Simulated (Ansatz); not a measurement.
CsBr:
```yaml
crystal:
  lattice:
    - [4.38949, 0.00000, 0.00000]
    - [0.00000, 4.38949, 0.00000]
    - [0.00000, 0.00000, 4.38949]
  atoms:
    - { symbol: Cs, position: [0.00000, 0.00000, 0.00000] }
    - { symbol: Br, position: [0.50000, 0.50000, 0.50000] }
```

Relaxed with PBE. Special points in fractions of this cell's reciprocal vectors: Γ (0.000, 0.000, 0.000); X (0.000, 0.500, 0.000); M (0.500, 0.500, 0.000); R (0.500, 0.500, 0.500).

**Question.** List the band energies nearest the valence-band maximum at these points for PBE in the plane-wave PAW code Ansatz.

**Answer.** In eV from the valence-band maximum; about four levels below and three above (degenerate sets whole), none deeper than 8.9 eV; points with the same levels are listed once.

| k | below | above |
|---|---|---|
| Γ | -6.50 -6.50 -6.50 -0.02 -0.02 -0.02 | 4.25 4.98 4.98 |
| X | -6.42 -6.42 -1.19 -0.17 -0.17 | 5.90 6.96 7.37 |
| M | -6.37 -0.56 -0.56 0.00 | 5.22 5.45 7.15 7.15 |
| R | -6.84 -6.84 -6.84 -1.02 -1.02 -1.02 | 8.00 8.00 8.00 |

Space group Pm-3m (CsCl type). The cell was relaxed with PBE under the symmetry of its start. Spin–orbit coupling is left out wherever it is not named.

Potentials: the later of the program's two PAW sets.
